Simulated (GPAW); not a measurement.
Crystal: TaS2.

```
Ta S
1.0
     3.35000    0.00000    0.00000
    -1.67500    2.90119    0.00000
     0.00000    0.00000    5.86000
Ta S
1 2
Direct
  0.00000 0.00000 0.00000
  0.66667 0.33333 0.75000
  0.33333 0.66667 0.25000
```

* Program: GPAW 26.7.0
* Task: relaxation of cell and atoms
* Functional: PBEsol
* Dispersion: D3
* Potentials or basis: PAW data sets generated in the run's folder for this functional
* Cutoff: 600 eV
* Basis: pw
* k mesh: 7 × 7 × 4
* Occupations: fermi-dirac, width 0.05 eV
* Spin: no spin polarisation

At the start: pressure 3.1 GPa; volume 18.98 Å³/atom.

How do energy, volume and symmetry change on relaxing?

Over 13 steps the energy falls by 34.9 meV/atom and the volume is 17.74 Å³/atom (-6.6 %); space group P-3m1 (No. 164, to 0.05 Å).

The path:
```csv
step,energy change (eV),largest force (eV/Å),pressure (GPa),volume (Å³)
1,0.0000,1.0352,3.08,56.95
2,-0.0316,0.6917,0.91,57.25
3,-0.0580,0.1352,-2.35,57.53
4,-0.0633,0.0576,-2.60,57.34
5,-0.0832,0.1572,-2.38,55.88
6,-0.0892,0.0896,-1.23,55.11
7,-0.0918,0.0533,0.01,54.61
8,-0.0928,0.0934,0.30,54.46
9,-0.0972,0.1998,1.16,53.84
10,-0.1012,0.2089,1.40,53.26
11,-0.1038,0.1132,0.81,53.06
12,-0.1047,0.0237,0.13,53.18
13,-0.1048,0.0009,0.00,53.21
```

Final structure:
```
Ta S
1.0
     3.29743    0.00000    0.00000
    -1.64871    2.85565    0.00000
     0.00000    0.00000    5.65110
Ta S
1 2
Cartesian
  0.0000 0.0000 0.0000
  1.6487 0.9519 4.1028
  0.0000 1.9038 1.5483
```

Caveat: later steps reuse the first step's grids.
